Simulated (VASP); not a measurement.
The system is C.

```xyz
4
Lattice="2.4673 0.0000 0.0000 -1.2336 2.1367 0.0000 0.0000 0.0000 7.8031" Properties=species:S:1:pos:R:3 pbc="T T T"
C     0.0000    0.0000    1.9508
C     0.0000    0.0000    5.8523
C     0.0000    1.4245    1.9508
C     1.2336    0.7122    5.8523
```

```yaml
Program: VASP 6.6.1
Task: relaxation of cell and atoms
Functional: PBEsol
Potentials_or_basis: VASP PAW PBE potentials, release 64 (C)
Cutoff: 600 eV
k_mesh: 12 × 12 × 4
Occupations: gaussian, width 0.03 eV
Spin: no spin polarisation
```

At the start: pressure -2.3 GPa; volume 10.28 Å³/atom.

Task: How do energy, volume and symmetry change on relaxing?

Result: Over 16 steps the energy falls by 3.4 meV/atom and the volume is 9.17 Å³/atom (-10.8 %); space group P6_3/mmc (No. 194, to 0.05 Å).

The path:
```
step  energy change (eV)  largest force (eV/Å)  pressure (GPa)  volume (Å³)
   1              0.0000                0.0000           -2.27        41.14
   2              0.0100                0.0000            4.80        40.28
   3             -0.0024                0.0000           -0.17        40.87
   4             -0.0024                0.0000           -0.13        40.87
   5             -0.0027                0.0000           -0.09        40.80
   6             -0.0034                0.0000           -0.12        40.60
   7             -0.0049                0.0000           -0.11        40.20
   8             -0.0078                0.0000           -0.07        39.41
   9             -0.0126                0.0000            0.03        37.81
  10             -0.0051                0.0000            0.66        34.63
  11             -0.0135                0.0000            0.06        37.26
  12             -0.0127                0.0000            0.30        35.94
  13             -0.0138                0.0000            0.12        36.82
  14             -0.0138                0.0000            0.14        36.67
  15             -0.0018                0.0000           -5.14        37.10
  16             -0.0138                0.0000            0.02        36.68
```

Final structure:
```
C
1.0
     2.45973    0.00000    0.00000
    -1.22987    2.13019    0.00000
     0.00000    0.00000    7.00121
C
4
Direct
  0.00000 0.00000 0.25000
  0.00000 0.00000 0.75000
  0.33333 0.66667 0.25000
  0.66667 0.33333 0.75000
```

Caveat: the PAW data sets were made with another functional, which shifts forces and pressure a little; this functional lacks dispersion, which binds the layers, so the pressure and a relaxed spacing across them are unreliable.
